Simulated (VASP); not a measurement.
The system is InP.

```
In P
1.0
     0.00000    2.93954    2.93954
     2.93954    0.00000    2.93954
     2.93954    2.93954    0.00000
In P
1 1
Direct
  0.00000 0.00000 0.00000
  0.75000 0.75000 0.75000
```

The cell is a database's computed one.

Base run:

```yaml
Program: VASP 6.6.1
Functional: TB-mBJ
Potentials_or_basis: VASP PAW PBE potentials, release 64 (In_d, P)
Cutoff: 520 eV
k_mesh: 10 × 10 × 10
Occupations: gaussian, width 0.02 eV
Spin: no spin polarisation
```

Its results: band gap on the k mesh 1.61 eV, direct.

Question: The run is repeated on the same cell with these changes: functional from TB-mBJ to r2SCAN. What comes out?

Answer: Band gap on the k mesh 1.12 eV, direct.

Caveats: spin-orbit coupling is left out, which moves the levels of the heavy elements.

Not every run made on this cell is shown here.
